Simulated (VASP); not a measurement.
CdF2:

```
Cd F
1.0
     0.00000    2.68258    2.68258
     2.68258    0.00000    2.68258
     2.68258    2.68258    0.00000
Cd F
1 2
Direct
  0.00000 0.00000 0.00000
  0.25000 0.25000 0.25000
  0.75000 0.75000 0.75000
```

Base run:

```yaml
Program: VASP 6.6.1
Functional: PBEsol
Potentials_or_basis: VASP PAW PBE potentials, release 64 (Cd, F)
Cutoff: 520 eV
k_mesh: 6 × 6 × 6
Occupations: gaussian, width 0.01 eV
Spin: no spin polarisation
```

Its results: band gap on the k mesh 2.97 eV, indirect (least direct gap 3.42 eV); pressure 2.0 GPa.

**Question.** The run is repeated on the same cell with these changes: k mesh from 6 × 6 × 6 to 5 × 5 × 5. What comes out?

**Answer.** Band gap on the k mesh 3.03 eV, indirect (least direct gap 3.42 eV); pressure 2.0 GPa.

Caveats: the PAW data sets were made with another functional, which shifts forces and pressure a little; an odd mesh through Γ misses points on the zone boundary, where band edges often lie (some runs).

Not every run made on this cell is shown here.
